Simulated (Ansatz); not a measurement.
Crystal: TiC.

```
Ti C
1.0
     3.04209    0.00000    0.00000
    -1.52104    2.63452    0.00000
     0.00000    0.00000    2.69797
Ti C
1 1
Direct
  0.00000 0.00000 0.50000
  0.33333 0.66667 0.00000
```

The cell was built by a generator and needn't be a form met in nature.

Base run:

| Property | Result |
| --- | --- |
| Program | Ansatz 0.2.0 |
| Functional | r2SCAN |
| Potentials or basis | Ansatz PAW |
| Cutoff | 500 eV (not typed: the program's choice for these potentials) |
| k mesh | 10 × 10 × 10 |
| Occupations | fermi-dirac, width 0.05 eV |
| Spin | no spin polarisation |

Its results: band gap on the k mesh none (metal or under the smearing width); pressure -1.4 GPa.

**Question.** After a change of settings the same cell gave: band gap on the k mesh none (metal or under the smearing width); pressure 6.9 GPa. Which change was it?
A. functional from r2SCAN to RPBE; cutoff from 500 eV (not typed: the program's choice for these potentials) to 420 eV (not typed: the program's choice for these potentials)
B. functional from r2SCAN to BLYP; cutoff from 500 eV (not typed: the program's choice for these potentials) to 420 eV (not typed: the program's choice for these potentials)
C. functional from r2SCAN to PBEsol; cutoff from 500 eV (not typed: the program's choice for these potentials) to 420 eV (not typed: the program's choice for these potentials)
D. functional from r2SCAN to revPBE; cutoff from 500 eV (not typed: the program's choice for these potentials) to 420 eV (not typed: the program's choice for these potentials)

**Answer.** B.

Caveats: the PAW data sets come from PBE, with cores solved anew for the run's functional, which leaves a small shift of forces and pressure.

Runs at the PBE level aren't shown here.
